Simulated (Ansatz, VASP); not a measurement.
# One calculation of AlN, two programs

```
CELL_PARAMETERS angstrom
0.00000 1.99786 1.99786
1.99786 0.00000 1.99786
1.99786 1.99786 0.00000
ATOMIC_POSITIONS crystal
Al 0.50000 0.50000 0.50000
N 0.00000 0.00000 0.00000
```

Alike in both runs: task single point; functional PBE; k mesh 10 × 10 × 10; occupations gaussian, width 0.02 eV; no spin polarisation.

|  | VASP | Ansatz |
| --- | --- | --- |
| version | VASP 6.6.1 | Ansatz 0.2.0 |
| potentials or method | VASP PAW PBE potentials, release 64 (Al, N) | scalar-relativistic, plane waves, PAW |
| plane-wave cutoff (eV) | 520 | 420 |
| valence electrons in the cell | 8 | 8 |

VASP gave:

```
gap on the k mesh at the Fermi level (eV) : 4.95
least direct gap on the mesh (eV)         : 6.20
pressure (GPa)                            : 15.3
```

Problem. What did Ansatz give for the same quantities?

Solution. gap on the k mesh at the Fermi level (eV): 4.98; least direct gap on the mesh (eV): 6.19; pressure (GPa): 15.7.

Caveats: so large a pressure means that the cell lies far from this level's equilibrium, or that cutoff or potentials fall short (VASP). A k mesh can miss the band edges.
